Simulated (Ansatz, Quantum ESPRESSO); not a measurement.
MgO: electronic dielectric constant by level of theory

**What was measured.** The electronic dielectric constant of MgO (Fm-3m) is reported as 2.96 (a printed reference work). The runs below try to reproduce it.

```cif
data_structure
_symmetry_space_group_name_H-M 'Fm-3m'
_symmetry_Int_Tables_number 225
_cell_length_a 4.1940
_cell_length_b 4.1940
_cell_length_c 4.1940
_cell_angle_alpha 90.000
_cell_angle_beta 90.000
_cell_angle_gamma 90.000
_cell_volume 73.77
loop_
_atom_site_label
_atom_site_type_symbol
_atom_site_symmetry_multiplicity
_atom_site_Wyckoff_symbol
_atom_site_fract_x
_atom_site_fract_y
_atom_site_fract_z
_atom_site_occupancy
Mg1 Mg 4 a 0.00000 0.00000 0.00000 1
O1 O 4 b 0.50000 0.00000 0.00000 1
```

| rung | level | program and potentials | cutoff (eV) | k mesh | task | core time | chip | electronic dielectric constant | miss | notes |
| --- | --- | --- | --- | --- | --- | --- | --- | --- | --- | --- |
| LDA | LDA | Ansatz, Ansatz PAW | 420 | 11 × 11 × 11 | Born charges and dielectric tensor | 8.2 s | Arm Neoverse V1 | 3.21 | +8.4 % | potentials made for PBE, which Ansatz adapts in part |
| GGA | PBEsol | Quantum ESPRESSO, PseudoDojo 0.4.1 SR PBEsol standard | 1143 | 4 × 4 × 4, shifted | phonons | 62 s | Intel Xeon | 3.23 | +9.1 % | coarse mesh; cell relaxed first (9.35 Å³/atom) |
| LDA | LDA | Quantum ESPRESSO, PseudoDojo 0.4.1 SR LDA standard | 1143 | 8 × 8 × 8, shifted | dielectric tensor | 3.1 min | Arm Neoverse V1 | 3.20 | +8.1 % | - |
| GGA | BLYP | Quantum ESPRESSO, PseudoDojo 0.4.1 SR PBE standard | 1143 | 8 × 8 × 8, shifted | dielectric tensor | 3.3 min | Arm Neoverse V1 | 3.09 | +4.4 % | potentials made for PBE |
| GGA | PBEsol | Quantum ESPRESSO, GBRV 1.5 PBEsol | 612 | 6 × 6 × 6, shifted | phonons and Raman activities | 8.1 min | Arm Neoverse V1 | 3.25 | +9.8 % | cell relaxed first (9.36 Å³/atom) |
| LDA | LDA | Quantum ESPRESSO, GBRV 1.5 LDA | 612 | 6 × 6 × 6, shifted | phonons and Raman activities | 8.4 min | Arm Neoverse V1 | 3.19 | +7.8 % | cell relaxed first (9.01 Å³/atom) |

Times are single runs on shared hosts and different chips, so they are rough; meshes, cutoffs and the tasks' sizes weigh on the time. All rows: no spin polarisation. Meshes differ between rows, which moves values too. All levels ran on this one cell, unrelaxed unless noted. Meshes are those of the run's cell of 2 atoms unless a note names another. Misses use the values as printed. Runs on faulty files, with rough fits or with known faults for this quantity aren't shown. No row holds spin-orbit coupling.

By rung: LDA 3.20 to 3.21; LDA in relaxed cells 3.19; GGA 3.09; GGA in relaxed cells 3.25; GGA in relaxed cells on coarse meshes 3.23. Measured: 2.96 (a printed reference work). Closest, coarse meshes and atomic bases left aside, is BLYP (+4.4 %). The runs are for a static lattice, while measurements hold temperature and zero-point motion.
